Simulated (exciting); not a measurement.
Write the native input for exciting (release sodium) that does the following.

* Task: single point
* Functional: PBEsol
* Potentials or basis: all-electron LAPW+lo, shipped species files, valence relativity iora*
* rgkmax: 9
* k mesh: 13 × 12 × 13
* Occupations: fermi-dirac, width 0.05 eV
* Spin: no spin polarisation
* gmaxvr (cutoff of density and potential): 14 1/bohr
* lmaxapw (and lmaxmat): 10
* lmaxvr: 8
* nempty: 12
* Valence relativity: iora*
* epsengy: 1e-05 Ha
* epspot: 1e-05 Ha
* maxscl: 60
* Muffin-tin radii: Cu 2.0 bohr

The system is Cu.

```
CELL_PARAMETERS angstrom
-0.00443 1.78843 1.83853
1.82291 -0.01749 1.85160
1.78282 1.76140 0.02260
ATOMIC_POSITIONS crystal
Cu 0.00000 0.00000 0.00000
```

The input as run:

input.xml

```xml
<input>
  <title>Cu</title>
  <structure speciespath="./" tshift="false">
    <crystal scale="1">
      <basevect>-0.008363134143 3.379644348154 3.474326978032</basevect>
      <basevect>3.444794867280 -0.033045187207 3.499009012199</basevect>
      <basevect>3.369038146896 3.328569680834 0.042711533177</basevect>
    </crystal>
    <species speciesfile="Cu.xml" rmt="2">
      <atom coord="0.000000000000 0.000000000000 0.000000000000"/>
    </species>
  </structure>
  <groundstate do="fromscratch" ngridk="13 12 13" rgkmax="9" gmaxvr="14" lmaxapw="10" lmaxmat="10" lmaxvr="8" xctype="GGA_PBE_SOL" stype="Fermi Dirac" swidth="0.00183747" nempty="12" ValenceRelativity="iora*" epsengy="1e-05" epspot="1e-05" maxscl="60" tforce="true" outputlevel="normal"/>
  <properties>
    <chargedensityplot>
      <plot3d>
        <box grid="13 13 13">
          <origin coord="0 0 0"/>
          <point coord="1 0 0"/>
          <point coord="0 1 0"/>
          <point coord="0 0 1"/>
        </box>
      </plot3d>
    </chargedensityplot>
    <elfplot>
      <plot3d>
        <box grid="13 13 13">
          <origin coord="0 0 0"/>
          <point coord="1 0 0"/>
          <point coord="0 1 0"/>
          <point coord="0 0 1"/>
        </box>
      </plot3d>
    </elfplot>
    <exccplot>
      <plot3d>
        <box grid="13 13 13">
          <origin coord="0 0 0"/>
          <point coord="1 0 0"/>
          <point coord="0 1 0"/>
          <point coord="0 0 1"/>
        </box>
      </plot3d>
    </exccplot>
  </properties>
</input>
```

Potentials or basis: all-electron LAPW+lo, shipped species files, valence relativity iora*.

Run with:

```console
$ OMP_NUM_THREADS=1 exciting_smp
```

It gave:

```
Band gap on the k mesh                            : none (metal or under the smearing width)
All electrons inside the program's atomic spheres : Cu 27.35 (radii Cu 2.0 bohr)
```

Caveat: the log's total energy holds no entropy term; the free energy is that total less TS from the occupations.

It took 2.9 min on 1 thread of Intel(R) Xeon(R) 6975P-C (Granite Rapids), on a shared host, peak memory 0.11 GiB.
